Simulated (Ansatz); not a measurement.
# Ge under changes of volume

One of the cells (18.524 Å³/atom); the others are scaled copies at fixed shape and fractional positions:

```
CELL_PARAMETERS angstrom
-2.57449 2.57449 1.39741
2.57449 -2.57449 1.39741
2.57449 2.57449 -1.39741
ATOMIC_POSITIONS crystal
Ge 0.50000 0.50000 0.00000
Ge 0.25000 0.75000 0.50000
```

This isn't the form of Ge at room conditions, which is diamond.

| Quantity | Value |
| --- | --- |
| Program | Ansatz 0.2.0 |
| Functional | r2SCAN |
| Potentials or basis | Ansatz PAW |
| Cutoff | 500 eV (not typed: the program's choice for these potentials) |
| k mesh | 11 × 11 × 11 |
| Occupations | fermi-dirac, width 0.05 eV |
| Spin | no spin polarisation |

| volume (Å³/atom) | energy over the lowest point (meV/atom) | pressure (GPa) |
| --- | --- | --- |
| 17.413 | 22.72 | 6.3 |
| 17.783 | 10.73 | 4.2 |
| 18.154 | ? | ? |
| 18.524 | 0.00 | 0.6 |
| 18.895 | 0.33 | -0.9 |
| 19.265 | 3.92 | -2.2 |
| 19.636 | 10.46 | -3.4 |

Question: What does the run at 18.154 Å³/atom give?

Answer: Energy over the lowest point 3.32 meV/atom; pressure 2.3 GPa.

Worked out: A Birch-Murnaghan fit of order 3 (a polynomial in V^(-2/3)) to the other rows has its minimum at 18.67 Å³/atom with B0 = V·E''(V) = 76 GPa and B' = 4.7 at fixed shape and positions, which overstates the stiffness. It gives 3.31 meV/atom at 18.154 Å³/atom, against the run's 3.32, and -dE/dV = 2.3 GPa, against 2.3.

Energies are extrapolated to zero smearing.

Caveats: the PAW data sets come from PBE, with cores solved anew for the run's functional, which leaves a small shift of forces and pressure.
